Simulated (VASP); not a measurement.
Write the native input for VASP 6.6.1 that does the following.

| Property | Result |
| --- | --- |
| Task | single point |
| Functional | PBE |
| Potentials or basis | VASP PAW PBE potentials, release 64 (W_sv) |
| Cutoff | 520 eV |
| k mesh | 12 × 12 × 12 |
| Occupations | fermi-dirac, width 0.05 eV |
| Spin | no spin polarisation |
| Further INCAR settings | ALGO = Normal; EDIFF = 1e-07; NBANDS = 13 |

The structure of W lies in POSCAR:

```
W
1.0
   -1.5448010000      1.6150760000      1.6310250000
    1.5711460000     -1.5452470000      1.5875410000
    1.5456960000      1.5461430000     -1.5611960000
W
1
Direct
    0.0109310000      0.0077030000      0.0229730000
```

The cell isn't the ideal one: cell strained at random at fixed volume.

These files were run (other wordings do the same):

INCAR

```
SYSTEM = W
PREC = Accurate
ENCUT = 520
EDIFF = 1E-7
ISMEAR = -1
SIGMA = 0.05
LREAL = .False.
LASPH = .True.
NELM = 60
ALGO = Normal
ISIF = 2
LWAVE = .False.
LCHARG = .False.
GGA = PE
NBANDS = 13
```

KPOINTS

```
Automatic mesh
0
Gamma
  12 12 12
  0 0 0
```

Potentials or basis: VASP PAW PBE potentials, release 64 (W_sv).

Run with:

```sh
$ cat potpaw_PBE.64/W_sv/POTCAR > POTCAR
$ mpirun -np 1 vasp_std > vasp.out
```

It gave:

```
Pressure               : 6.7 GPa
Band gap on the k mesh : none (metal or under the smearing width)
```

It took 64 s on 1 thread of Intel(R) Xeon(R) 6975P-C (Granite Rapids) (shared host), peak memory 0.24 GiB.
